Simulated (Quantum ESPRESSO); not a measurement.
# Sn under changes of volume

One of the cells (28.673 Å³/atom); the others are scaled copies at fixed shape and fractional positions:

```
CELL_PARAMETERS angstrom
-1.72654 1.77555 2.33834
1.72654 -1.77555 2.33834
1.72654 1.77555 -2.33834
ATOMIC_POSITIONS crystal
Sn 0.00000 0.00000 0.00000
```

This isn't the form of Sn at room conditions, which is tetragonal (white tin).

| Quantity | Value |
| --- | --- |
| Program | Quantum ESPRESSO 7.5 |
| Functional | LDA |
| Potentials or basis | GBRV 1.5 LDA |
| Cutoff | 925 eV |
| Density cutoff | 7401 eV |
| k mesh | 11 × 11 × 11 |
| Occupations | fermi-dirac, width 0.05 eV |
| Spin | no spin polarisation |

```csv
volume (Å³/atom),energy over the lowest point (meV/atom),pressure (GPa)
26.953,0.00,-2.4
27.526,9.67,-3.4
28.100,?,?
28.673,38.62,-5.1
29.247,57.12,-5.7
29.820,77.90,-6.3
30.394,100.69,-6.8
```

Q: What does the run at 28.100 Å³/atom give?

A: Energy over the lowest point 22.65 meV/atom; pressure -4.3 GPa.

Worked out: A Birch-Murnaghan fit of order 3 (a polynomial in V^(-2/3)) to the other rows has no minimum within the range. It gives 22.69 meV/atom at 28.100 Å³/atom, against the run's 22.65, and -dE/dV = -4.1 GPa, against -4.3.

Energies are extrapolated to zero smearing.
